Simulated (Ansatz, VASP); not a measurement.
## One calculation of Ge, two programs

File INCAR:

```
  PREC = Accurate
  ENCUT = 520
  EDIFF = 1E-7
  ISMEAR = -1
  SIGMA = 0.1
  LREAL = False
  LASPH = True
  NELM = 60
  ALGO = Normal
  ISIF = 2
  LWAVE = False
  LCHARG = True
  GGA = PS
  LELF = True
  LVHAR = True
  NBANDS = 36
```

The input KPOINTS:

```
Automatic mesh
0
Gamma
  7 7 4
```

POSCAR

```
Ge
1.0
    4.0328088369      0.0000000000      0.0000000000
   -2.0164044185      3.4925148713      0.0000000000
    0.0000000000      0.0000000000      6.6575252957
Ge
4
Direct
    0.6666666667      0.3333333333      0.0629010000
    0.3333333333      0.6666666667      0.5629010000
    0.6666666667      0.3333333333      0.4370990000
    0.3333333333      0.6666666667      0.9370990000
```

Input for Ansatz:

```yaml
crystal:
  lattice:
    - [4.032808836922898, 0.0, 0.0]
    - [-2.016404418461449, 3.4925148713059033, 0.0]
    - [0.0, 0.0, 6.657525295664574]
  atoms:
    - { symbol: Ge, position: [0.6666666666666666, 0.3333333333333333, 0.062901] }
    - { symbol: Ge, position: [0.3333333333333333, 0.6666666666666666, 0.562901] }
    - { symbol: Ge, position: [0.6666666666666666, 0.3333333333333333, 0.437099] }
    - { symbol: Ge, position: [0.3333333333333333, 0.6666666666666666, 0.937099] }
basis:
  ecutwfc: 500.0
kpoints:
  mp_grid:
    grid: [7, 7, 4]
hamiltonian:
  xc: pbesol
  pseudopotentials:
    kind: paw
scf:
  occupations:
    method: fermi_dirac
output:
  stress: true
```

This isn't the form of Ge at room conditions, which is diamond.

Alike in both runs: task single point; functional PBEsol; k mesh 7 × 7 × 4; no spin polarisation.

|  | VASP | Ansatz |
| --- | --- | --- |
| version | VASP 6.6.1 | Ansatz 0.2.0 |
| potentials or method | VASP PAW PBE potentials, release 64 (Ge_d) | plane waves, PAW |
| plane-wave cutoff (eV) | 520 | 500 |
| occupations | fermi-dirac, width 0.1 eV | fermi-dirac |
| valence electrons in the cell | 56 | 56 |

Ansatz gave:

* pressure (GPa): -1.6
* largest component of the traceless stress (GPa): 0.32

**Question.** Which values does VASP return?

**Answer.** Pressure (GPa): -1.7; largest component of the traceless stress (GPa): 0.32.

Caveats: the PAW data sets were made with another functional, which shifts forces and pressure a little (VASP).
